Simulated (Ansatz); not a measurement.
## From formation energies to a reaction energy: SiC2

Method: Ansatz, DFT PBE, scalar-relativistic, plane waves, PAW. Settings: cutoff 420 eV, Γ-centred meshes spaced at most about 0.3 Å⁻¹, and about 0.25 Å⁻¹ or finer for metals (2π included), Gaussian smearing. No spin polarisation.

Energies over the elements count from the elements' standard structures at the same level, with no fitted energy shifts.

These are static total energies at zero pressure. The reference form of C is held partly by dispersion forces, which this level lacks.

A trial structure of SiC2 (reached from: Si and C ordered on hcp sites; relaxed: space group P6_3/mmc (No. 194), a = 2.546 Å, c = 9.000 Å) has a formation energy of 0.356 eV/atom. It holds Si–Si nets (shortest 2.55 Å) and C–C nets (shortest 1.53 Å). At its composition the lowest mixture among the elements and 1 reference phase computed alike (others may be missing) consists of these:

| phase | source | ΔE_f (eV/atom) |
| --- | --- | --- |
| C (solid) | element | 0.000 |
| SiC (P6_3mc) | Materials Project | -0.204 |

Problem. Write the balanced decomposition and find its energy per atom, per formula unit and per mole of formula units.

Solution. Balancing Si and C gives SiC2 → C + SiC. The left side holds 3 atoms, and the products take 1/3 (C) and 2/3 (SiC) of them. The mixture therefore lies at 1/3 × (0.000) + 2/3 × (-0.204) = -0.136 eV/atom. The reaction energy is -0.136 − (0.356) = -0.492 eV/atom. Times 3 atoms that is -1.476 eV per SiC2, and times 96.485 it is -142 kJ per mole of SiC2. Decomposition is downhill, so the trial structure is unstable against this mixture.
